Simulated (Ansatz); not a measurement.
The geometry is COD entry 9007534, unchecked; take it as a test cell.

MgF$_{2}$: DFT, LDA, PAW with Ansatz's default frozen-core files, scalar-relativistic (Ansatz 0.2.0).

Command: `ansatz run input.yaml --threads 2 --pin off --max-ram 8192MiB --backend cpu --events-out ev --progress --plain --runs-dir out` The run took 16 s on 2 threads of Arm Neoverse V2, with other jobs on the host, peak memory 0.36 GiB.

```yaml
crystal:
  lattice:
    - [4.6213, 0.0, 0.0]
    - [0.0, 4.6213, 0.0]
    - [0.0, 0.0, 3.0159]
  atoms:
    - { symbol: Mg, position: [0.0, 0.0, 0.0] }
    - { symbol: Mg, position: [0.5, 0.5, 0.5] }
    - { symbol: F, position: [0.3028, 0.3028, 0.0] }
    - { symbol: F, position: [0.1972, 0.8028, 0.5] }
    - { symbol: F, position: [0.6972, 0.6972, 0.0] }
    - { symbol: F, position: [0.8028, 0.1972, 0.5] }
kpoints:
  mp_grid: { grid: [5, 5, 7] }
  band_path:
    path:
      - [0.0, 0.0, 0.0]
      - [0.0, 0.5, 0.0]
      - [0.5, 0.5, 0.0]
      - [0.0, 0.0, 0.0]
      - [0.0, 0.0, 0.5]
      - [0.0, 0.5, 0.5]
      - [0.5, 0.5, 0.5]
      - [0.0, 0.0, 0.5]
      - [0.0, 0.5, 0.0]
    npoints: 14
scf:
  occupations: { method: fermi_dirac, width: 0.02 }
hamiltonian:
  xc: lda
  pseudopotentials: { kind: paw }
output:
  forces: true
  stress: true
  eigenvalues: true
  efg: { contact_densities: true }
  populations: true
  bader: true
  dos: { projected: true, de: 0.2, e_range: [-14, 8] }
  write_density: true
  write_potential: true
  elf: true
  volumetric_format: npy
```

Output:

```
Engine: ansatz 0.2.0
Pseudopotentials: kind: paw
Pseudopotential: Mg, paw, valence charge 10, recommended cutoff 420 eV (normal)
Pseudopotential: F, paw, valence charge 7, recommended cutoff 420 eV (normal)
Functional definition: SPW92
  exchange = slater_x
  correlation = pw_c
Crystal: 6 atoms, lattice volume = 64.409 Å³
Basis set: ecut = 420 eV, 1243 PW (Γ)
Bands: 30, of which v1, the nominal top of the filled ones, is band 24 counted from 1 (23 counted from 0)
Symmetry: 16 space group operations
Space group: P42/mnm (ITA 136), of the structure as read, at distance tolerance 4.0e-5 Å
k-points: 24 of 175
Non-local potential: Mg, projectors of the file, l = 0: 3, l = 1: 2, l = 2: 1
Non-local potential: F, projectors of the file, l = 0: 2, l = 1: 2, l = 2: 1
PAW form: soft (Blöchl's): semilocal exchange-correlation on the pseudo side does not see the compensation charge
PAW frozen core: Mg, regenerated for the run's functional, and the local potential with it (the file was generated under x = pbe(κ = 0.804, μ = 0.2195149727645171), c = pbe(β = 0.06672455060314922))
PAW frozen core: F, regenerated for the run's functional, and the local potential with it (the file was generated under x = pbe(κ = 0.804, μ = 0.2195149727645171), c = pbe(β = 0.06672455060314922))
PAW one-centre angular grid: Mg, 110 points (default); XC on 64 Gauss nodes
PAW one-centre angular grid: F, 110 points (default); XC on 64 Gauss nodes
Initial density: superposition of atomic densities (neutral atoms: chi_scale 0, normalization atom), corrected by the library's trained network
Initial wavefunctions: pseudopotential atomic-orbital guess
Functional: x = slater, c = lda
SCF iter   1: F=—  HF=-6988.736194 eV  |F-HF|=—  |Δ(HF+E_count)|=         —  Δρ=2.15e-2  dr2=2.03e-1  ethr=1.77e-3  ⟨swp⟩=6.1  Hψ=3328  notcnv=0
preconditioner: auto → Resta (q_TF=auto, 2.598 Å⁻¹)  ε∞=2.9  [insulator: Δε(μ)=6.642 eV  Ē_g=19.227 eV  σ=0.020 eV  W_gap=1.00  n_scr=18 (ndim 8)  ℏωp=26.2 eV  f_vac=0.088  D(μ)=0.00/eV (n_scr^D=0)  ε∞_Penn≈2.9]
SCF iter   2: F=—  HF=-6988.666962 eV  |F-HF|=—  |Δ(HF+E_count)|=   6.92e-2  Δρ=5.06e-3  dr2=4.73e-3  ethr=4.23e-4  ⟨swp⟩=2.0  Hψ=1278  notcnv=0  defer=40
SCF iter   3: F=—  HF=-6988.664583 eV  |F-HF|=—  |Δ(HF+E_count)|=   2.38e-3  Δρ=2.12e-3  dr2=1.48e-3  ethr=9.85e-6  ⟨swp⟩=2.0  Hψ=1360  notcnv=0  defer=40
SCF iter   4: F=—  HF=-6988.664058 eV  |F-HF|=—  |Δ(HF+E_count)|=   5.25e-4  Δρ=3.37e-4  dr2=4.57e-5  ethr=3.08e-6  ⟨swp⟩=2.1  Hψ=878  notcnv=0  defer=40
SCF iter   5: F=—  HF=-6988.664053 eV  |F-HF|=—  |Δ(HF+E_count)|=   5.06e-6  Δρ=5.97e-5  dr2=9.02e-7  ethr=9.51e-8  ⟨swp⟩=2.4  Hψ=1250  notcnv=0  defer=40
SCF iter   6: F=-6988.664053 eV  HF=-6988.664053 eV  |F-HF|=1.12e-7  |Δ(HF+E_count)|=   6.97e-8  Δρ=1.41e-5  dr2=8.09e-8  ethr=2.08e-10  ⟨swp⟩=12.9  Hψ=5703  notcnv=0
SCF 1 converged in 6 iterations: F = -6988.664053 eV  dr2 = 8.09e-8
  Residual-converged pass: ⟨swp⟩=1.0  Hψ=816  notcnv=0  max |occ|·‖R‖ = 7.0e-9 eV (tolerance 1.0e-8 eV)  dr2=8.09e-8  dr2_onsite=6.11e-8  max |Δocc| = 0.0e0
  greatest PAW one-centre occupation: 1.000 electrons in one spin orbital (limit 2), on the Mg atom at site 1 (counted from 0), in its partial waves of l = 1
NSCF: frozen V_eff on 113 k-points
SCF converged after 6 iterations
Free energy (F): -6988.664053 eV
Harris-Foulkes:  -6988.664053 eV  (|F-HF|=1.12e-7)
Internal energy: -6988.664053 eV  (E = F + TS)
E sigma→0 (E₀):  -6988.664053 eV
Fermi energy:    5.605840 eV
--- Per-component energies (eV) ---
  E_band       = -824.212976
  E_kinetic    = 980.961026
  E_local      = -5282.809971  (includes V_loc(G=0)·N_el)
  E_nonlocal   = 494.763384
  E_hartree    = 1895.446332
  E_xc         = -372.420282
  E_vxc        = -482.525441  (∫ρ·V_xc dr)
  E_paw        = -1293.255358  (= ΣΔE_a)
  E_vpaw       = -325.500535  (= ΣTr[D̂ρ^β])
  E_aug_tail   = 0.008063  (compensation charges beyond the density's cutoff)
  E_ewald      = -3412.111214
  E_core_change = 0.753966  (= ΣΔE_core)
  E_smearing   = -0.000000  (= −TS)
  E_closure    = 0.000000  (closes the sum)
  Σ components = -6988.664053   (vs F -6988.664053, Δ=0.00e0)
--- Forces (eV/Å), atoms counted from 1 ---
  atom   1  Mg     0.00000000    -0.00000000     0.00000000
  atom   2  Mg     0.00000000     0.00000000     0.00000000
  atom   3  F      0.02510307     0.02510307     0.00000000
  atom   4  F     -0.02510307     0.02510307     0.00000000
  atom   5  F     -0.02510307    -0.02510307     0.00000000
  atom   6  F      0.02510307    -0.02510307     0.00000000
  max |Σ_I F_I| component: 1.39e-17 eV/Å
--- Stress (GPa, compression-positive) ---
       -3.510731       0.000000       0.000000
        0.000000      -3.510731       0.000000
        0.000000       0.000000      -2.287067
  P = ⅓ Tr σ = -3.1028 GPa (-31.028 kbar)
--- PAW observables at the nuclei: V_zz in 10²¹ V/m², potentials from the cell's mean, atoms counted from 1 ---
  atom   1  Mg V_zz =    +0.542955   η = 0.4860   by run symmetry: allowed
            electrostatic potential = -1099.896133 V   contact ρ = 7712.545205 e/Å³
  atom   2  Mg V_zz =    +0.542955   η = 0.4860   by run symmetry: allowed
            electrostatic potential = -1099.896133 V   contact ρ = 7712.545205 e/Å³
  atom   3  F  V_zz =    -4.925403   η = 0.3830   by run symmetry: allowed
            electrostatic potential = -735.605576 V   contact ρ = 3083.156324 e/Å³
  atom   4  F  V_zz =    -4.925403   η = 0.3830   by run symmetry: allowed
            electrostatic potential = -735.605576 V   contact ρ = 3083.156324 e/Å³
  atom   5  F  V_zz =    -4.925403   η = 0.3830   by run symmetry: allowed
            electrostatic potential = -735.605576 V   contact ρ = 3083.156324 e/Å³
  atom   6  F  V_zz =    -4.925403   η = 0.3830   by run symmetry: allowed
            electrostatic potential = -735.605576 V   contact ρ = 3083.156324 e/Å³
--- Band table (eV; the first three rows and the last of 24) ---
  k-point 0: bands = ["-67.7481", "-67.7471", "-35.2061", "-35.2061", "-35.1819", "-35.1819", "-35.1804", "-35.1765", "-18.2913", "-17.3891", "-17.3891", "-17.3143", "-2.0835", "-0.4896", "-0.0435", "-0.0435", "0.2206", "0.2418", "0.9132", "0.9132", "1.4277", "1.8163", "1.8163", "2.1571", "9.0538", "14.1359", "14.1359", "15.6344", "16.2587", "17.6608"]
  k-point 1: bands = ["-67.7475", "-67.7466", "-35.2034", "-35.2034", "-35.1902", "-35.1868", "-35.1817", "-35.1817", "-18.2071", "-17.3756", "-17.3756", "-17.3209", "-1.9468", "-0.3431", "0.0226", "0.0226", "0.0283", "0.1476", "0.7208", "0.7208", "1.0270", "1.7460", "1.7460", "2.0551", "9.6678", "14.5980", "14.5980", "15.9004", "16.2957", "17.5935"]
  k-point 2: bands = ["-67.7461", "-67.7455", "-35.2121", "-35.2099", "-35.1969", "-35.1969", "-35.1816", "-35.1816", "-17.9872", "-17.3645", "-17.3451", "-17.3451", "-1.5865", "-0.3758", "-0.1379", "0.0630", "0.0725", "0.0725", "0.2746", "0.4531", "0.4531", "1.5504", "1.5504", "1.7448", "11.1328", "15.6793", "15.6793", "15.8573", "16.4506", "17.5546"]
  k-point 23: bands = ["-67.7448", "-67.7448", "-35.2294", "-35.2290", "-35.1908", "-35.1905", "-35.1826", "-35.1824", "-17.5652", "-17.5374", "-17.3709", "-17.3637", "-1.6648", "-1.6053", "-0.9103", "-0.9002", "0.2807", "0.5927", "0.6752", "0.9089", "1.4218", "1.4831", "1.5928", "1.6319", "14.3622", "15.1247", "15.1642", "15.6041", "16.7157", "16.7818"]
--- Löwdin populations: 6 sites ---
  site symbol       q [e]
     0     Mg      8.3610
     1     Mg      8.3610
     2      F      7.7646
     3      F      7.7646
     4      F      7.7646
     5      F      7.7646
  spilling = 0.004580 (of n_electrons = 48.000000)
--- Bader charges: 6 sites ---
  site symbol  charge [e]  shift [e]
     0     Mg      1.7568     0.0061
     1     Mg      1.7568     0.0061
     2      F     -0.8784     0.0031
     3      F     -0.8784     0.0031
     4      F     -0.8784     0.0031
     5      F     -0.8784     0.0031
  estimated error of the sums over rays = 1.1e-4 e
```

populations.tsv:

```
# site	symbol	l	j	q
# orbitals = lowdin
# n_electrons = 48.000000
# spilling = 0.004580
0	Mg	0_2S	-	1.998236
0	Mg	0_3S	-	0.362967
0	Mg	1_2P	-	5.999784
1	Mg	0_2S	-	1.998236
1	Mg	0_3S	-	0.362967
1	Mg	1_2P	-	5.999784
2	F	0_2S	-	1.919275
2	F	1_2P	-	5.845276
3	F	0_2S	-	1.919275
3	F	1_2P	-	5.845276
4	F	0_2S	-	1.919275
4	F	1_2P	-	5.845276
5	F	0_2S	-	1.919275
5	F	1_2P	-	5.845276
```

bader_charges.tsv:

```
# site	symbol	x_ang	y_ang	z_ang	partial_charge_e	electrons	volume_ang3	relative_density_drop	shared_charge_e	partial_wave_shift_e
# quadrature_error_electrons = 1.1e-4
0	Mg	0.0000	0.0000	0.0000	1.75684	10.24316	4.55	-	1.75684	0.00613
1	Mg	2.3107	2.3107	1.5079	1.75684	10.24316	4.55	-	1.75684	0.00613
2	F	1.3993	1.3993	0.0000	-0.87842	9.87842	13.83	-	-0.87842	0.00306
3	F	0.9113	3.7100	1.5079	-0.87842	9.87842	13.83	-	-0.87842	0.00306
4	F	3.2220	3.2220	0.0000	-0.87842	9.87842	13.83	-	-0.87842	0.00306
5	F	3.7100	0.9113	1.5079	-0.87842	9.87842	13.83	-	-0.87842	0.00306
```
